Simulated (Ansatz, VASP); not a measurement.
KF: VASP beside Ansatz

File POSCAR:

```
KF
1.0
   -0.0374027121      2.6215578671      2.6215578671
    2.6215578671     -0.0374027121      2.6215578671
    2.6215578671      2.6215578671     -0.0374027121
K F
1 1
Direct
    0.0000000000      0.0000000000      0.0000000000
    0.5000000000      0.5000000000      0.5000000000
```

INCAR.step1

```
SYSTEM = KF
PREC     = Accurate       ! precision mode
ENCUT    = 520            ! plane-wave cutoff, eV
ISMEAR   = 0              ! smearing method
SIGMA    = 0.01           ! smearing width, eV
LREAL    = .FALSE.        ! projectors in reciprocal space
LASPH    = .TRUE.         ! aspherical terms in the spheres
NELM     = 60             ! most SCF steps
NBANDS   = 15             ! bands
GGA      = PE             ! functional
ALGO     = Normal         ! electronic algorithm
EDIFF    = 1E-4           ! SCF threshold, eV
LWAVE    = .TRUE.         ! write WAVECAR
LCHARG   = .FALSE.        ! write CHGCAR
```

File INCAR.step2:

```
SYSTEM = KF
PREC     = Accurate       ! precision mode
ENCUT    = 520            ! plane-wave cutoff, eV
EDIFF    = 1E-6           ! SCF threshold, eV
ISMEAR   = 0              ! smearing method
SIGMA    = 0.01           ! smearing width, eV
LREAL    = .FALSE.        ! projectors in reciprocal space
LASPH    = .TRUE.         ! aspherical terms in the spheres
NELM     = 60             ! most SCF steps
ALGO     = Normal         ! electronic algorithm
ISIF     = 2              ! what is computed and relaxed
LWAVE    = .FALSE.        ! write WAVECAR
LCHARG   = .TRUE.         ! write CHGCAR
METAGGA  = R2SCAN         ! meta-GGA
LMIXTAU  = .TRUE.       
LELF     = .TRUE.         ! ELF
LVHAR    = .TRUE.       
NBANDS   = 15             ! bands
ISTART   = 1
```

KPOINTS

```
Automatic mesh
0
G
  8 8 8
  0 0 0
```

Input for Ansatz:

```yaml
crystal:
  lattice:
    - [-0.0374027121, 2.6215578671, 2.6215578671]
    - [2.6215578671, -0.0374027121, 2.6215578671]
    - [2.6215578671, 2.6215578671, -0.0374027121]
  atoms:
    - { symbol: K, position: [0.0, 0.0, 0.0] }
    - { symbol: F, position: [0.5, 0.5, 0.5] }
kpoints:
  mp_grid: { grid: [8, 8, 8] }
  band_path:
    path:
      - [0.0, 0.0, 0.0]
      - [0.5, 0.0, 0.5]
      - [0.625, 0.25, 0.625]
      - [0.375, 0.375, 0.75]
      - [0.5, 0.5, 0.5]
      - [0.5, 0.25, 0.75]
    npoints: 1
hamiltonian:
  xc: r2scan
scf:
  occupations: { method: fixed }
  n_extra_bands: 4
output:
  forces: true
  stress: true
  eigenvalues: true
```

Change from the starting cell: shear_111 strain -2.1%.

Alike in both runs: task single point; functional r2SCAN; k mesh 8 × 8 × 8; no spin polarisation.

|  | VASP | Ansatz |
| --- | --- | --- |
| version | VASP 6.6.1 | Ansatz 0.2.0 |
| potentials or method | VASP PAW PBE potentials, release 64 (K_sv, F) | plane waves, PAW |
| plane-wave cutoff (eV) | 520 | 500 |
| occupations | gaussian, width 0.01 eV | fixed |
| valence electrons in the cell | 16 | 16 |

```tsv
	VASP	Ansatz	Ansatz less VASP
gap on the k mesh at the Fermi level (eV)	7.01	7.01	+0.001
pressure (GPa)	0.8	0.8	+0.01
largest component of the traceless stress (GPa)	0.16	0.16	0.000
```

Caveats: the PAW data sets were made with another functional, which shifts forces and pressure a little (VASP). A k mesh can miss the band edges.
